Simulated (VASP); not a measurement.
# Hf (Im-3m) in VASP: notebook

Runs on Hf. Level: r2SCAN. Tasks: single point.

All numbers are computed with VASP 6.6.1; they aren't measurements. Logs are shortened: lines on timing, memory, paths and dates and some standing lists are left out, and cuts for length are marked.

**1. The structure**

It takes space group Im-3m (No. 229, cubic). The conventional cell has a = 3.610 Å, b = 3.610 Å, c = 3.610 Å, α = 90.00°, β = 90.00°, γ = 90.00°. Hf (site symmetry m-3m) has 8 Hf at 3.13 Å as nearest neighbours.

This isn't the form of Hf at room conditions, which is hcp.

**2. Single point, r2SCAN**

The input, INCAR:

```
SYSTEM = Hf
ADDGRID = .False.
ALGO = Normal
EDIFF = 1E-7
ENCUT = 400
ISIF = 2
ISMEAR = 0
LASPH = .True.
LCHARG = .False.
LMIXTAU = .True.
LREAL = .False.
LWAVE = .False.
METAGGA = R2SCAN
NELM = 100
PREC = Accurate
SIGMA = 0.15
```

The input, KPOINTS:

```
k-points
0
Gamma
  16 16 16
  0 0 0
```

The input, POSCAR:

```
Hf
1.0
   -1.8050000000      1.8050000000      1.8050000000
    1.8050000000     -1.8050000000      1.8050000000
    1.8050000000      1.8050000000     -1.8050000000
Hf
1
Direct
    0.0000000000      0.0000000000      0.0000000000
```

Potentials or basis: VASP PAW PBE potentials, release 64 (Hf).

Started as:

```
$ cat potpaw_PBE.64/Hf/POTCAR > POTCAR
$ mpirun -np 1 vasp_std > vasp.out
```

OUTCAR:

```text
SYSTEM = Hf
   EDIFF = 1E-7
   ENCUT = 400
   ISIF = 2
   ISMEAR = 0
   LASPH = .True.
   LREAL = .False.
   METAGGA = R2SCAN
   NELM = 100
   PREC = Accurate

 Found    145 irreducible k-points:

 Following reciprocal coordinates:
            Coordinates               Weight
  0.000000  0.000000  0.000000      1.000000
  0.062500  0.000000  0.000000     12.000000
  0.125000  0.000000  0.000000     12.000000
  0.187500  0.000000  0.000000     12.000000
  0.250000  0.000000  0.000000     12.000000
  0.312500  0.000000  0.000000     12.000000
   k-points           NKPTS =    145   k-points in BZ     NKDIM =    145   number of bands    NBANDS=      6
   number of dos      NEDOS =    301   number of ions     NIONS =      1
   total plane-waves  NPLWV =   8000
   dimension x,y,z NGX =    20 NGY =   20 NGZ =   20
   dimension x,y,z NGXF=    40 NGYF=   40 NGZF=   40
   ions per type =               1
   NGX,Y,Z   is equivalent  to a cutoff of  10.64, 10.64, 10.64 a.u.
   NGXF,Y,Z  is equivalent  to a cutoff of  21.27, 21.27, 21.27 a.u.
 SYSTEM =  Hf
   PREC   = accura    normal or accurate (medium, high low for compatibility)
   ISTART =      0    job   : 0-new  1-cont  2-samecut
   ICHARG =      2    charge: 1-file 2-atom 10-const
   ISPIN  =      1    spin polarized calculation?
   LNONCOLLINEAR =      F non collinear calculations
   LSORBIT =      F    spin-orbit coupling
   LASPH  =      T    aspherical Exc in radial PAW
   ENCUT  =  400.0 eV  29.40 Ry    5.42 a.u.   5.10  5.10  5.10*2*pi/ulx,y,z
   NELM   =    100;   NELMIN=  2; NELMDL= -5     # of ELM steps
   EDIFF  = 0.1E-06   stopping-criterion for ELM
   LREAL  =      F    real-space projection
[... 7 lines left out ...]
   TEBEG  =    0.0;   TEEND  =   0.0 temperature during run
   PSTRESS=    0.0 pullay stress
   NELECT =       4.0000    total number of electrons
   NUPDOWN=      -1.0000    fix difference up-down
   EMIN   =  10.00;   EMAX   =-10.00  energy-range for DOS
   EFERMI =   0.00;   METHOD = LEGACY
   ISMEAR =     0;   SIGMA  =   0.15  broadening in eV -4-tet -1-fermi 0-gaus
   EFERMI_NEDOS =   21; number of points for ismear=-14 and -15
   IALGO  =     38    algorithm
   IMIX   =      4    mixing-type and parameters
     AMIX     =   0.40;   BMIX     =  1.00
     AMIX_MAG =   1.60;   BMIX_MAG =  1.00
  volume/ion in A,a.u.               =      23.52       158.74
  Fermi-wavevector in a.u.,A,eV,Ry     =   0.906980  1.713943 11.192321  0.822612
  Thomas-Fermi vector in A             =   2.030732
   LORBIT       =      0    0 simple, 1 ext, 2 COOP (PROOUT), +10 PAW based schemes
   METAGGA = R2SCAN    functional components
   LHFCALC =     F    Hartree Fock is set to
   AEXX    =    0.0000 exact exchange contribution
   IVDW    =     0    specifies the selected vdW correction
   LEPSILON=     F    determine dielectric tensor
   LRPA    =     F    only Hartree local field effects (RPA)
 non-spin polarized calculation
 Gauss-broadening in eV      SIGMA  =   0.15
  energy-cutoff  :      400.00
  volume of cell :       23.52
 maximum number of plane-waves:       440
   NGX = 11   NGY = 11   NGZ = 11

 number of electron       4.0000000 magnetization

 Free energy of the ion-electron system (eV)
  ---------------------------------------------------
  ext. energy  EPLUGINS =         0.00000000
  ---------------------------------------------------
  free energy    TOTEN  =       -44.87964398 eV

  energy without entropy =      -44.85681670  energy(sigma->0) =      -44.86823034

 E-fermi :   4.4242     XC(G=0): -11.4423

 val. band max:        4.4200868725   @ k =   0.2500   0.2500   0.0000
 cond. band min:       4.4325922685   @ k =   0.3125   0.1875   0.0000
 fundamental gap:      0.0125053961
 Fermi energy:         4.4241594471

 k-point     1 :       0.0000    0.0000    0.0000
  band No.  band energies     occupation
      1      -2.7584      2.00000
      2       6.0970      0.00000
      3       6.0970      0.00000
      4       6.0970      0.00000
      5       8.7485      0.00000
      6       8.7485      0.00000

 k-point     2 :       0.0625    0.0000    0.0000
  band No.  band energies     occupation
      1      -2.6185      2.00000
      2       5.9957      0.00000
      3       6.0553      0.00000
      4       6.2329      0.00000
      5       8.5880      0.00000
      6       8.7467      0.00000

 k-point     3 :       0.1250    0.0000    0.0000
  band No.  band energies     occupation
      1      -2.2108      2.00000
      2       5.7232      0.00000
      3       5.8775      0.00000
      4       6.6357      0.00000
      5       8.2925      0.00000
      6       8.7525      0.00000

 k-point     4 :       0.1875    0.0000    0.0000
  band No.  band energies     occupation
      1      -1.5739      2.00000
      2       5.3524      0.00000
      3       5.4999      0.00000
      4       7.2908      0.00000
      5       8.1658      0.00000
      6       8.7922      0.00000

 k-point     5 :       0.2500    0.0000    0.0000
  band No.  band energies     occupation
      1      -0.7829      2.00000
      2       4.9597      0.00000
      3       5.0364      0.00000
      4       8.1706      0.00000
      5       8.2678      0.00000
      6       8.8900      0.00000

 k-point     6 :       0.3125    0.0000    0.0000
  band No.  band energies     occupation
      1       0.0304      2.00000
      2       4.6046      0.08886
      3       4.7111      0.00682
      4       8.4712      0.00000
      5       9.0533      0.00000
      6       9.2258      0.00000

 [... further k-points ...]
[... 5 lines left out ...]
  --------------------------------------------------------------------------------------
  -------------------------------------------------------------------------------------
  Total       -1.1356029     -1.1356029     -1.1356029      0.0000000     -0.0000000      0.0000000
  in kB      -77.3473551    -77.3473551    -77.3473551      0.0000000     -0.0000000      0.0000000
  external PRESSURE =     -77.3473551 kB  Pullay stress =       0.0000000 kB

 VOLUME and BASIS-vectors are now :
 -----------------------------------------------------------------------------
  energy-cutoff  :      400.00
  volume of cell :       23.52
      direct lattice vectors                 reciprocal lattice vectors
    -1.805000000  1.805000000  1.805000000     0.000000000  0.277008310  0.277008310
     1.805000000 -1.805000000  1.805000000     0.277008310  0.000000000  0.277008310
     1.805000000  1.805000000 -1.805000000     0.277008310  0.277008310  0.000000000

 POSITION                                       TOTAL-FORCE (eV/Angst)
 -----------------------------------------------------------------------------------
      0.00000      0.00000      0.00000        -0.000000     -0.000000      0.000000
 -----------------------------------------------------------------------------------
    total drift:                                0.000000      0.000000     -0.000000

  FREE ENERGIE OF THE ION-ELECTRON SYSTEM (eV)
  ---------------------------------------------------
  free  energy   TOTEN  =       -44.8796439820 eV

  energy  without entropy=      -44.8568166976  energy(sigma->0) =      -44.86823034
```

stdout:

```text
POSCAR found type information on POSCAR Hf
 POSCAR found :  1 types and       1 ions
 scaLAPACK will be used
 -----------------------------------------------------------------------------
|                                                                             |
|                                                                             |
|     You enforced a specific xc type in the INCAR file but a different       |
|     I HOPE YOU KNOW WHAT YOU ARE DOING!                                     |
|                                                                             |
 -----------------------------------------------------------------------------

 LDA part: xc-table for (None), standard interpolation
 POSCAR, INCAR and KPOINTS ok, starting setup
 FFT: planning ... GRIDC
 FFT: planning ... GRID_SOFT
 FFT: planning ... GRID
 WAVECAR not read
 entering main loop
```

Wall time 64 s (1 thread of Intel Xeon Platinum 8488C (Sapphire Rapids), shared host); peak memory 0.14 GiB.

The run converged, but some of its settings lie outside the range that counts as converged, so its numbers aren't taken as properties of the crystal.

Results:

- Free energy: -44.8796 eV
- Pressure: -7.7 GPa
- Band gap on the k mesh: none (metal or under the smearing width)

Caveat: the PAW data sets were made with another functional, which shifts forces and pressure a little.

**3. Single point, r2SCAN**

Changes to INCAR since step 2:

```diff
@@ -6,3 +6,3 @@
 ISIF = 2
-ISMEAR = 0
+ISMEAR = -1
 LASPH = .True.
```

KPOINTS is that of step 2.

POSCAR is that of step 2.

Potentials or basis: VASP PAW PBE potentials, release 64 (Hf).

Started as:

```
$ cat potpaw_PBE.64/Hf/POTCAR > POTCAR
$ mpirun -np 1 vasp_std > vasp.out
```

It took 47 s on 1 thread of Intel Xeon Platinum 8488C (Sapphire Rapids), shared host; peak memory 0.14 GiB.

The run converged, but some of its settings lie outside the range that counts as converged, so its numbers aren't taken as properties of the crystal.

What came out:

```
Free energy            : -44.9425 eV
Pressure               : -7.2 GPa
Band gap on the k mesh : none (metal or under the smearing width)
```

Caveat: the PAW data sets were made with another functional, which shifts forces and pressure a little.

**4. For comparison**

An earlier run on the cell as given: functional PBE; potentials or basis VASP PAW PBE potentials, release 64 (Hf_pv); cutoff 520 eV; k mesh 10 × 10 × 10; occupations fermi-dirac, width 0.05 eV; no spin polarisation.

* Pressure: -5.3 GPa
* Band gap on the k mesh: none (metal or under the smearing width)
